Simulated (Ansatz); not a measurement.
# Si (vacancy in Si, charge -2): the cost of one run

Program: Ansatz 0.2.0. Level of theory: DFT PBE, scalar-relativistic, plane waves, PAW. These are calculated values, not measurements.

### Step 1. The starting structure

The structure is triclinic, space group P1 (No. 1). Conventional cell: a = 10.862 Å, b = 10.862 Å, c = 10.862 Å, α = 90.00°, β = 90.00°, γ = 90.00°. Si (site symmetry 1) has 4 Si at 2.32 to 2.41 Å as nearest neighbours. Around Si (site symmetry 1) lie 4 Si at 2.32 to 2.39 Å. Si (site symmetry 1) has 4 Si at 2.34 to 2.38 Å as nearest neighbours. Si (site symmetry 1) has 4 Si at 2.33 to 2.38 Å as nearest neighbours. Around Si (site symmetry 1) lie 4 Si at 2.32 to 2.40 Å. Around Si (site symmetry 1) lie 4 Si at 2.32 to 2.38 Å. Si (site symmetry 1) is surrounded by 4 Si at 2.32 to 2.37 Å. Si (site symmetry 1) has 4 Si at 2.33 to 2.40 Å as nearest neighbours. Only part of the 63 independent sites is listed.

The input asks for a charge of -2 e on the cell.

As a file:

```
Si
1.0
    10.86200    0.00000    0.00000
     0.00000   10.86200    0.00000
     0.00000    0.00000   10.86200
Si
63
Cartesian
  0.0088 -0.0066 0.0486
  -0.0050 0.0022 5.4626
  -0.0182 5.4192 0.0038
  -0.0066 5.4071 5.4269
  5.4238 0.0121 -0.0333
  5.4170 0.0230 5.4681
  5.4008 5.4439 -0.0196
  -0.0171 2.6981 2.7070
  0.0199 2.7297 8.1477
  -0.0073 8.1466 2.7134
  0.0159 8.1339 8.1464
  5.4290 2.7145 2.7205
  5.4350 2.7422 8.1448
  5.4622 8.1404 2.7059
  5.4330 8.1536 8.1519
  2.7413 0.0228 2.7254
  2.7088 -0.0020 8.1748
  2.7199 5.4048 2.7017
  2.7039 5.4540 8.1444
  8.1917 0.0131 2.7180
  8.1378 0.0194 8.1417
  8.1300 5.4424 2.7158
  8.1703 5.4295 8.0893
  2.7313 2.6779 0.0308
  2.7519 2.7070 5.4077
  2.6876 8.1640 -0.0040
  2.7035 8.1416 5.4728
  8.1534 2.7304 0.0155
  8.1669 2.7367 5.4168
  8.1422 8.1313 -0.0142
  8.1693 8.1365 5.4294
  1.3439 1.3459 1.3735
  1.3488 1.3481 6.7986
  1.3678 6.8046 1.3612
  1.3227 6.8014 6.7987
  6.8091 1.3408 1.4082
  6.7641 1.3723 6.7897
  6.7790 6.8051 1.3521
  6.7420 6.7654 6.7979
  1.4025 4.0436 4.0729
  1.3868 4.0854 9.4967
  1.3293 9.4686 4.0583
  1.3504 9.4593 9.4704
  6.7948 4.0651 4.0582
  6.7806 4.0570 9.5228
  6.8215 9.5457 4.0874
  6.8037 9.5335 9.5390
  4.1026 1.3820 4.0606
  4.0413 1.3753 9.5024
  4.0721 6.7710 4.0472
  4.1013 6.7981 9.4829
  9.5121 1.3639 4.0837
  9.5489 1.3571 9.4787
  9.5050 6.7758 4.0842
  9.5085 6.7957 9.4929
  4.0815 4.0630 1.3681
  4.0672 4.0509 6.7987
  4.0591 9.5331 1.3666
  4.0826 9.5063 6.7876
  9.4565 4.0977 1.3415
  9.5234 4.0605 6.7859
  9.4998 9.4835 1.3543
  9.5138 9.4960 6.7635
```

### Step 2. Relaxing the atoms: Si63 defect cell, no spin, charge -2

input.yaml

```yaml
crystal:
  lattice:
    - [10.862, 0.0, 0.0]
    - [0.0, 10.862, 0.0]
    - [0.0, 0.0, 10.862]
  atoms:
    - { symbol: Si, position: [0.000812424, -0.0006092251, 0.0044757341] }
    - { symbol: Si, position: [-0.0004641726, 0.0002018226, 0.5029137933] }
    - { symbol: Si, position: [-0.0016741528, 0.4989106303, 0.0003454304] }
    - { symbol: Si, position: [-0.0006073835, 0.4978037845, 0.4996227647] }
    - { symbol: Si, position: [0.4993392949, 0.0011111611, -0.0030653444] }
    - { symbol: Si, position: [0.4987107733, 0.002120035, 0.5034198693] }
    - { symbol: Si, position: [0.497217493, 0.5011873458, -0.0018055752] }
    - { symbol: Si, position: [-0.0015777079, 0.248394625, 0.249222044] }
    - { symbol: Si, position: [0.0018347263, 0.2513117681, 0.7501089012] }
    - { symbol: Si, position: [-0.0006689576, 0.7500060557, 0.2498049522] }
    - { symbol: Si, position: [0.0014602344, 0.7488370988, 0.7499885934] }
    - { symbol: Si, position: [0.4998139061, 0.249903686, 0.2504588799] }
    - { symbol: Si, position: [0.5003639479, 0.252457832, 0.7498400376] }
    - { symbol: Si, position: [0.5028752206, 0.7494368385, 0.249120362] }
    - { symbol: Si, position: [0.5001854874, 0.7506544623, 0.7504964323] }
    - { symbol: Si, position: [0.2523788683, 0.0020978512, 0.250910404] }
    - { symbol: Si, position: [0.2493807103, -0.0001852593, 0.7526024637] }
    - { symbol: Si, position: [0.2504073911, 0.4975864976, 0.2487303163] }
    - { symbol: Si, position: [0.2489366355, 0.5021215334, 0.7498026809] }
    - { symbol: Si, position: [0.7541614929, 0.0012090213, 0.2502298045] }
    - { symbol: Si, position: [0.7491977464, 0.0017900558, 0.749556783] }
    - { symbol: Si, position: [0.7484825567, 0.5010460923, 0.2500234917] }
    - { symbol: Si, position: [0.7521893956, 0.499864494, 0.7447345094] }
    - { symbol: Si, position: [0.2514534458, 0.2465425504, 0.0028332833] }
    - { symbol: Si, position: [0.2533536453, 0.249213715, 0.4978554559] }
    - { symbol: Si, position: [0.2474275934, 0.7516068028, -0.0003721565] }
    - { symbol: Si, position: [0.2488982509, 0.7495517958, 0.5038455435] }
    - { symbol: Si, position: [0.7506387762, 0.2513730933, 0.0014305056] }
    - { symbol: Si, position: [0.7518752, 0.2519542468, 0.4986918313] }
    - { symbol: Si, position: [0.7496037787, 0.7485992261, -0.0013094517] }
    - { symbol: Si, position: [0.7521018371, 0.7490761268, 0.4998542601] }
    - { symbol: Si, position: [0.1237243117, 0.1239073784, 0.126451368] }
    - { symbol: Si, position: [0.124179838, 0.124112281, 0.6259087786] }
    - { symbol: Si, position: [0.1259215381, 0.6264590731, 0.1253144254] }
    - { symbol: Si, position: [0.1217708693, 0.6261605533, 0.6259175644] }
    - { symbol: Si, position: [0.626874678, 0.123441413, 0.1296415165] }
    - { symbol: Si, position: [0.6227308302, 0.1263385256, 0.6250846165] }
    - { symbol: Si, position: [0.6241030517, 0.6265027294, 0.1244818079] }
    - { symbol: Si, position: [0.6206994627, 0.6228507117, 0.6258426774] }
    - { symbol: Si, position: [0.1291207248, 0.3722725848, 0.3749687989] }
    - { symbol: Si, position: [0.1276712089, 0.3761174191, 0.8743083763] }
    - { symbol: Si, position: [0.1223818366, 0.871720399, 0.3736228949] }
    - { symbol: Si, position: [0.1243216543, 0.8708587403, 0.8718814674] }
    - { symbol: Si, position: [0.6255591023, 0.37424693, 0.3736101444] }
    - { symbol: Si, position: [0.6242496425, 0.373503729, 0.8767078185] }
    - { symbol: Si, position: [0.6280196171, 0.87881811, 0.3763069377] }
    - { symbol: Si, position: [0.6263757183, 0.8776939707, 0.8782009737] }
    - { symbol: Si, position: [0.3776978547, 0.127232155, 0.3738314261] }
    - { symbol: Si, position: [0.3720545047, 0.1266150853, 0.874827228] }
    - { symbol: Si, position: [0.374897494, 0.623362326, 0.3726045821] }
    - { symbol: Si, position: [0.3775817835, 0.6258563819, 0.8730389751] }
    - { symbol: Si, position: [0.8757188743, 0.125562696, 0.3759608718] }
    - { symbol: Si, position: [0.8791120803, 0.1249361037, 0.8726438535] }
    - { symbol: Si, position: [0.8750672853, 0.6238098756, 0.3760100678] }
    - { symbol: Si, position: [0.8753876679, 0.6256380073, 0.8739558992] }
    - { symbol: Si, position: [0.3757616991, 0.3740604749, 0.1259524201] }
    - { symbol: Si, position: [0.3744457648, 0.3729406989, 0.6259179223] }
    - { symbol: Si, position: [0.3736998824, 0.8776585916, 0.1258156072] }
    - { symbol: Si, position: [0.375861177, 0.8751866043, 0.6248907163] }
    - { symbol: Si, position: [0.8706054175, 0.3772503601, 0.1235013589] }
    - { symbol: Si, position: [0.8767607473, 0.3738243223, 0.624736464] }
    - { symbol: Si, position: [0.8745872034, 0.8730878379, 0.1246838353] }
    - { symbol: Si, position: [0.8758770874, 0.8742373812, 0.6226724667] }
  symmetry: { detect: false }
total_charge: -2
scf:
  occupations: { method: fixed }
output:
  forces: true
  stress: false
  eigenvalues: true
kpoints:
  mp_grid: { grid: [2, 2, 2], shift: [0.5, 0.5, 0.5] }
hamiltonian:
  xc: pbe
relax:
  f_tol: 0.012
  max_steps: 120
```

Command:

```console
$ ansatz run input.yaml --threads 8 --pin off --max-ram 18432MiB --backend cpu --events-out ev --progress --plain --runs-dir out
```

**Question.** How long does this run take on 8 threads of Intel Xeon Platinum 8259CL at 2.50GHz (Skylake/Cascade Lake), shared host, and how much memory does it need?

About 4.7 min, with a peak of 4.4 GiB.
